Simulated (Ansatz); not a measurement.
# AlRu (Pm-3m), one atom moved over a plane

Method: DFT r2SCAN, scalar-relativistic, plane waves, PAW in Ansatz 0.2.0. The runs took a 500 eV cutoff, a Γ-centred 16×16×16 mesh and Gaussian smearing (0.15 eV). No spin polarisation. Energies are free energies at this smearing, counted from the undisturbed cell; pressure is positive in compression.

The undisturbed cell (as given, not relaxed at this level; it stands at -2.0 GPa, and it needn't be the usual structure):

```xyz
2
Lattice="2.9916 0.0000 0.0000 0.0000 2.9916 0.0000 0.0000 0.0000 2.9916" Properties=species:S:1:pos:R:3 pbc="T T T"
Al    0.0000    0.0000    0.0000
Ru    1.4958    1.4958    1.4958
```

Atom 1 (Al) is moved by p along (0.707, 0.707, 0.000) and q along (0.000, 0.000, 1.000) (Å), all else fixed. Points are written (p, q).

Energy above the undisturbed cell in eV/cell (a dash: not computed):

```
 p \ q  -0.600  -0.300  0.000  0.300  0.600
-0.600    5.27    2.65   1.75   2.65   5.27
-0.300    2.12       –   0.37      –   2.12
 0.000    1.33    0.35   0.00   0.35   1.33
 0.300    2.12       –   0.37      –   2.12
 0.600    5.27    2.65   1.75   2.65   5.27
```

Pressure in GPa:

```
 p \ q  -0.600  -0.300  0.000  0.300  0.600
-0.600    69.9    38.9   27.5   38.9   69.9
-0.300    33.2       –    5.1      –   33.2
 0.000    22.5     4.8   -2.0    4.8   22.5
 0.300    33.2       –    5.1      –   33.2
 0.600    69.9    38.9   27.5   38.9   69.9
```